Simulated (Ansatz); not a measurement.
CdS: a prediction, then the measurements

Method: DFT PBE, scalar-relativistic, plane waves, PAW in Ansatz.

Plane waves to 420 eV, a k mesh through Γ of 12×12×4 on the computed 4-atom cell and Gaussian smearing (0.02 eV); no spin polarisation.

Relaxed structure:

```yaml
crystal:
  lattice:
    - [4.19712, 0.00000, 0.00000]
    - [-2.09856, 3.63481, 0.00000]
    - [0.00000, 0.00000, 6.82790]
  atoms:
    - { symbol: Cd, position: [0.33333, 0.66667, 0.00416] }
    - { symbol: Cd, position: [0.66667, 0.33333, 0.50416] }
    - { symbol: S, position: [0.33333, 0.66667, 0.38084] }
    - { symbol: S, position: [0.66667, 0.33333, 0.88084] }
```

| Property | Result |
| --- | --- |
| Space group | P6_3mc (No. 186) |
| Volume per atom | 26.04 Å³ |
| Formation energy from the elements' standard states (uncorrected) | -0.660 eV/atom |
| Kohn–Sham band gap | 1.11 eV, direct at Γ |
| Orbital (Löwdin) character of the top 1 eV of the valence band | S 3p 90 % |
| Orbital (Löwdin) character of the lowest 1 eV of the conduction band | Cd 5s 57 %, S 3p 21 %, S 3s 19 % |
| Electron masses at the edge by direction of the standard setting (m_e; one valley, along these axes only; no spin-orbit coupling) | x: 0.13; y: 0.13; z: 0.12 |
| Hole masses at the edge by direction of the standard setting (m_e; one valley, along these axes only; no spin-orbit coupling) | x: 1.7, 0.13; y: 1.7, 0.13; z: 1.8, 1.8 |
| Bader charge by site (e) | Cd (2 in the cell) 0.86, S (2 in the cell) -0.86 |

**Against measurements.**

Measured lattice constant a of CdS: 4.13 Å (a printed reference work (textbook)). This calculation gives 4.197 Å (+1.6 %). Measured lattice constant c of CdS: 6.75 Å (a printed reference work (textbook)). This calculation gives 6.828 Å (+1.2 %). The calculation is for 0 K without zero-point motion. A measured band gap of CdS is 2.58 eV (direct; 0 K; a printed reference work (textbook)); the calculated 1.11 eV falls short of it by 1.47 eV. Kohn–Sham gaps of semilocal functionals fall short of measured ones as a rule.

It was relaxed from a cell as deposited in COD. Löwdin shares on free-atom orbitals overweight diffuse shells in the empty bands.
